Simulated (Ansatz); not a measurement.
Crystal: Sb.

```
Sb
1.0
     3.35453    0.00000    0.00000
    -1.67727    2.90511    0.00000
     0.00000    0.00000    5.47016
Sb
2
Direct
  0.66667 0.33333 0.75000
  0.33333 0.66667 0.25000
```

This isn't the form of Sb at room conditions, which is rhombohedral.

A run of Ansatz 0.2.0 on this cell left the log below. Logs are shortened: lines on timing, memory, paths and dates and some standing lists are left out, and cuts for length are marked.

```text
Warning: RAYON_NUM_THREADS=1 ignored (pool sized by the plan → 1); use --threads N
LAPW: plane waves up to 6.408 Å⁻¹, error target 1.0e-3 eV per atom; small_component_spin mean_spin; Sb in spheres of 1.676 Å, 23 of its electrons in bands, Dirac shells [] (how accurate: hamiltonian.pseudopotentials.lapw.basis_error, Limitations)
Engine: ansatz 0.2.0, x86_64-unknown-linux-gnu
Pseudopotentials: kind: all_electron
Pseudopotential: Sb, LAPW, valence charge 23, lapw/all_electron/scalar/gaussian/Sb, Koelling and Harmon's equation, gaussian nucleus
Functional definition: PBEsol
  exchange = pbesol_x
  correlation = pbesol_c
Crystal: 2 atoms, lattice volume = 53.308 Å³
Basis set: ecut = 156.42830108850654 eV, 245 PW (Γ), exchange–correlation at level 2
Bands: 28, of which v1, the nominal top of the filled ones, is band 23 counted from 1 (22 counted from 0)
Symmetry: 24 space group operations
Space group: P63/mmc (ITA 194), of the structure as read, at distance tolerance 3.8e-5 Å
k-points: 36 of 405
Non-local potential: Sb, projectors of the file, none
Initial density: superposition of atomic densities (chi_scale 0.1, normalization cell)
Initial wavefunctions: plane waves of lowest kinetic energy (no species holds an atomic orbital)
Functional: x = pbesol(κ = 0.804, μ = 0.12345679012345678), c = pbesol(β = 0.046)
iter 1 solved again at ethr=1.41e-5 eV; its pass at ethr=1.00e-1 eV (dr2=6.51e-3 eV) is discarded
SCF iter   1: F=—  HF=-352583.199982 eV  |F-HF|=—  |Δ(HF+E_count)|=         —  Δρ=4.46e-3  dr2=6.60e-3  ethr=1.41e-5  ⟨swp⟩=3.8  Hψ=7167  notcnv=0
preconditioner: auto → Kerker (q_TF=auto, 2.662 Å⁻¹)  [metal: Δε(μ)=0.038 eV  Ē_g=9.461 eV  σ=0.050 eV  W_gap=0.19  n_scr=22 (ndim 8)  ℏωp=16.1 eV  f_vac=0.000  D(μ)=1.56/eV (n_scr^D=10)]
SCF iter   2: F=—  HF=-352583.179735 eV  |F-HF|=—  |Δ(HF+E_count)|=   2.02e-2  Δρ=2.58e-3  dr2=2.67e-3  ethr=1.41e-5  ⟨swp⟩=2.0  Hψ=2991  notcnv=0
SCF iter   3: F=—  HF=-352583.177689 eV  |F-HF|=—  |Δ(HF+E_count)|=   2.05e-3  Δρ=1.22e-3  dr2=7.85e-4  ethr=5.80e-6  ⟨swp⟩=2.0  Hψ=2991  notcnv=0
SCF iter   4: F=—  HF=-352583.177606 eV  |F-HF|=—  |Δ(HF+E_count)|=   8.31e-5  Δρ=6.34e-4  dr2=2.57e-4  ethr=1.71e-6  ⟨swp⟩=2.0  Hψ=2991  notcnv=0
iter 5 solved again at ethr=2.33e-8 eV; its pass at ethr=5.58e-7 eV (dr2=1.07e-5 eV) is discarded
SCF iter   5: F=—  HF=-352583.177656 eV  |F-HF|=—  |Δ(HF+E_count)|=   5.06e-5  Δρ=1.23e-4  dr2=1.07e-5  ethr=2.33e-8  ⟨swp⟩=2.0  Hψ=5044  notcnv=0
SCF iter   6: F=—  HF=-352583.177657 eV  |F-HF|=—  |Δ(HF+E_count)|=   5.78e-7  Δρ=3.90e-5  dr2=8.33e-7  ethr=2.32e-8  ⟨swp⟩=2.0  Hψ=2990  notcnv=0
SCF iter   7: F=-352583.177657 eV  HF=-352583.177657 eV  |F-HF|=5.24e-10  |Δ(HF+E_count)|=   9.05e-8  Δρ=9.99e-6  dr2=7.58e-8  ethr=1.81e-9  ⟨swp⟩=2.0  Hψ=2990  notcnv=0
SCF 1 converged in 7 iterations: F = -352583.177657 eV  dr2 = 7.58e-8
NSCF: frozen V_eff on 57 k-points
SCF converged after 7 iterations
Free energy (F): -352583.177657 eV
Harris-Foulkes:  -352583.177657 eV  (|F-HF|=5.24e-10)
Internal energy: -352583.165640 eV  (E = F + TS)
E sigma→0 (E₀):  -352583.171649 eV
Entropy (-TS):   -0.012017 eV (-6.008 meV/atom)
Fermi energy:    14.575181 eV
--- Per-component energies (eV) ---
  E_band       = -1707.204072
  E_kinetic    = 371550.596101
  E_xc         = -9132.493333
  E_electrostatic = -715001.268408  (all electrons and nuclei)
  E_smearing   = -0.012017  (= −TS)
  E_closure    = 0.000000  (closes the sum)
  E_atoms      = -352574.528891  (free atoms, spherical and without spin; not in F)
  Σ components = -352583.177657   (vs F -352583.177657, Δ=0.00e0)
  Basis errors (estimates in eV, not in F): energy 2.0e-4 per atom: plane waves 2.0e-4 (1.0e-4 summed), levels above the bands 1.5e-61, relativity 6.3e-9, radial functions 4.4e-6, core shells 3.2e-11; eigenvalues (radial functions only) 4.6e-6; not estimated: angular momenta, meshes, grids; target (lapw.basis_error) 1.0e-3; muffin-tin radii Sb 1.676 Å
--- Forces (eV/Å), atoms counted from 1 ---
  atom   1  Sb     0.00000000     0.00000000     0.00000000
  atom   2  Sb    -0.00000000    -0.00000000     0.00000000
  max |Σ_I F_I| component: 4.63e-18 eV/Å
--- Stress (GPa, compression-positive) ---
       -1.476538      -0.000000       0.000000
       -0.000000      -1.476538       0.000000
        0.000000       0.000000      -1.795128
  P = ⅓ Tr σ = -1.5827 GPa (-15.827 kbar)
--- Band table (eV; the first three rows and the last of 36) ---
  k-point 0: bands = ["-129.5986", "-129.5985", "-82.6300", "-82.6284", "-82.6207", "-82.6207", "-82.6204", "-82.6204", "-14.5638", "-14.5546", "-14.5459", "-14.5459", "-14.5415", "-14.5415", "-14.5362", "-14.5362", "-14.4840", "-14.4840", "1.6566", "5.4934", "8.7881", "18.2734", "18.2734", "19.9227", "19.9227", "20.1588", "22.5379", "23.7485"]
  k-point 1: bands = ["-129.5986", "-129.5985", "-82.6298", "-82.6286", "-82.6206", "-82.6206", "-82.6204", "-82.6204", "-14.5628", "-14.5553", "-14.5511", "-14.5511", "-14.5440", "-14.5440", "-14.5256", "-14.5256", "-14.4870", "-14.4870", "1.8571", "4.6630", "10.0236", "18.3650", "18.4218", "18.4218", "19.7728", "19.7728", "22.6871", "24.0374"]
  k-point 2: bands = ["-129.5986", "-129.5985", "-82.6294", "-82.6290", "-82.6206", "-82.6206", "-82.6205", "-82.6205", "-14.5602", "-14.5574", "-14.5529", "-14.5529", "-14.5493", "-14.5493", "-14.5097", "-14.5097", "-14.4958", "-14.4958", "2.4543", "3.4256", "12.4598", "15.3561", "18.8266", "18.8266", "19.3519", "19.3519", "23.1377", "23.8888"]
  k-point 35: bands = ["-129.5985", "-129.5985", "-82.6291", "-82.6291", "-82.6214", "-82.6213", "-82.6213", "-82.6213", "-14.5620", "-14.5620", "-14.5471", "-14.5181", "-14.5076", "-14.5073", "-14.5073", "-14.5033", "-14.4834", "-14.4834", "6.7703", "6.7703", "10.4921", "10.4921", "10.9763", "11.9100", "17.3054", "17.3054", "21.3890", "22.8174"]
```

Q: What input gives this log?

A: Band structure with PBEsol, no spin polarisation. The files as run (others can give the same):

input.yaml
```yaml
crystal:
  lattice:
    - [3.3545324186, 0.0, 0.0]
    - [-1.6772662093, 2.9051102923, 0.0]
    - [0.0, 0.0, 5.47016065]
  atoms:
    - { symbol: Sb, position: [0.6666666667, 0.3333333333, 0.75] }
    - { symbol: Sb, position: [0.3333333333, 0.6666666667, 0.25] }
kpoints:
  mp_grid: { grid: [9, 9, 5] }
  band_path:
    path:
      - [0.0, 0.0, 0.0]
      - [0.5, 0.0, 0.0]
      - [0.3333333333, 0.3333333333, 0.0]
      - [0.0, 0.0, 0.0]
      - [0.0, 0.0, 0.5]
      - [0.5, 0.0, 0.5]
      - [0.3333333333, 0.3333333333, 0.5]
      - [0.0, 0.0, 0.5]
    npoints: 8
scf:
  occupations: { method: fermi_dirac, width: 0.05 }
hamiltonian:
  xc: pbesol
  pseudopotentials: { kind: all_electron, lapw: { basis_error: 0.001 } }
output:
  forces: true
  stress: true
  eigenvalues: true
```

Potentials or basis: all-electron LAPW, scalar-relativistic.
Launch:
```sh
$ ansatz run input.yaml --threads 1 --pin off --max-ram 3072MiB --backend cpu --events-out ev --progress --plain --runs-dir out
```

Caveat: spin-orbit coupling is left out, which moves the levels of the heavy elements.
